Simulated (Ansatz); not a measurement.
A run of Ansatz 0.2.0 is set up as follows.

File input:

```
crystal:
  lattice:
    - [-3.28625, 3.28625, 2.9816]
    - [3.28625, -3.28625, 2.9816]
    - [3.28625, 3.28625, -2.9816]
  atoms:
    - { symbol: Hf, position: [0.0, 0.0, 0.0] }
    - { symbol: Hf, position: [0.75, 0.25, 0.5] }
    - { symbol: Si, position: [0.5, 0.5, 0.0] }
    - { symbol: Si, position: [0.25, 0.75, 0.5] }
    - { symbol: O, position: [0.6802, 0.4957, 0.8155] }
    - { symbol: O, position: [0.2457, 0.9302, 0.3155] }
    - { symbol: O, position: [0.6802, 0.8647, 0.1845] }
    - { symbol: O, position: [0.6147, 0.9302, 0.6845] }
    - { symbol: O, position: [0.0698, 0.3853, 0.3155] }
    - { symbol: O, position: [0.5043, 0.3198, 0.1845] }
    - { symbol: O, position: [0.0698, 0.7543, 0.6845] }
    - { symbol: O, position: [0.1353, 0.3198, 0.8155] }
hamiltonian:
  xc: hse06
  pseudopotentials: { kind: paw }
kpoints:
  mp_grid: { grid: [4, 4, 4] }
scf:
  occupations: { method: fermi_dirac, width: 0.05 }
output:
  forces: true
  stress: true
  eigenvalues: true
```

Problem. What does it give for the pressure?

Solution. 1.0 GPa.

Problem. What does it give for the band gap on the k mesh?

Solution. 7.28 eV, indirect (least direct gap 7.72 eV).

Problem. Predict the largest force.

Solution. 0.037 eV/Å.

Stress tensor (GPa, compression positive):
```
1.25 0.00 0.00
0.00 1.25 0.00
0.00 0.00 0.55
```

Caveat: the pressure holds a Pulay correction of +0.6 GPa for the finite cutoff; spin-orbit coupling is left out, which moves the levels of the heavy elements; the PAW data sets come from PBE, with cores solved anew for the run's functional, which leaves a small shift of forces and pressure; the thresholds are loose for stress. A k mesh can miss the band edges.
